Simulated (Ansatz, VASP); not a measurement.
One calculation of BN, two programs

```
CELL_PARAMETERS angstrom
3.62467 0.00000 -0.00001
0.00000 -3.62464 -0.00002
0.00001 -0.00002 -3.62465
ATOMIC_POSITIONS crystal
B 0.00000 0.50000 0.50000
B 0.50000 0.00000 0.50000
B 0.50000 0.50000 0.00000
B 0.00000 0.00000 0.00000
N 0.75000 0.75000 0.75000
N 0.25000 0.25000 0.75000
N 0.25000 0.75000 0.25000
N 0.75000 0.25000 0.25000
```

Change from the starting cell: cell sheared at random, sigma 0.01, atoms nudged by 0.01 Å; relaxed back.

Alike in both runs: functional PBE; k mesh 6 × 6 × 6; occupations gaussian, width 0.05 eV; no spin polarisation.

Ansatz relaxed the structure, and its values are those at the end. VASP's run is a single point on that final structure, the one shown.

```csv
,VASP,Ansatz
version,VASP 6.6.1,Ansatz 0.2.0
potentials or method,"VASP PAW PBE potentials, release 64 (B, N)","scalar-relativistic, plane waves, PAW"
plane-wave cutoff (eV),520,420
valence electrons in the cell,32,32
```

VASP gave:

```
gap on the k mesh at the Fermi level (eV) : 4.45
least direct gap on the mesh (eV)         : 4.45
pressure (GPa)                            : 0.2
```

Question: What did Ansatz give for the same quantities?

Answer: gap on the k mesh at the Fermi level (eV): 4.46; least direct gap on the mesh (eV): 4.46; pressure (GPa): 0.0.

With one functional, cell and mesh, what is left measures potentials, basis and numerics.

A k mesh can miss the band edges.
